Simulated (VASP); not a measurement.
A run of VASP 6.6.1 is set up as follows.

The input INCAR:

```
SYSTEM = Ta
PREC = Accurate
ENCUT = 600
EDIFF = 1E-6
ISMEAR = -1
SIGMA = 0.05
LREAL = .False.
LASPH = .True.
NELM = 80
ALGO = Normal
ISIF = 3
LWAVE = .False.
LCHARG = .False.
GGA = CA
IBRION = 2
NSW = 60
EDIFFG = -0.01
```

Contents of KPOINTS:

```
regular mesh
0
Gamma
  23 23 23
  0 0 0
```

File POSCAR:

```
Ta
1.0
   -1.6512800000      1.6512800000      1.6512800000
    1.6512800000     -1.6512800000      1.6512800000
    1.6512800000      1.6512800000     -1.6512800000
Ta
1
Direct
    0.0000000000      0.0000000000      0.0000000000
```

Potentials or basis: VASP PAW LDA potentials, release 64 (Ta_pv).

Run with:

```sh
$ cat potpaw_LDA.64/Ta_pv/POTCAR > POTCAR
$ mpirun -np 1 vasp_std > vasp.out
```

Question: What does it give for the relaxed volume?

Answer: 17.30 Å³/atom.

Question: What does it give for the relaxed cell?

Answer: a = 2.822 Å, b = 2.822 Å, c = 2.822 Å, α = 109.47°, β = 109.47°, γ = 109.47°.

Question: What does it give for the band gap on the k mesh?

Answer: None (metal or under the smearing width).

Step by step:
```csv
step,energy change (eV),largest force (eV/Å),pressure (GPa),volume (Å³)
1,0.0000,0.0000,-8.15,18.01
2,0.0923,0.0000,24.36,15.73
3,-0.0187,0.0000,-0.29,17.32
4,-0.0187,0.0000,-0.04,17.30
```

The run has no spin-orbit coupling, so splittings on Ta are missing. Zero-point motion and thermal expansion aren't in these numbers.
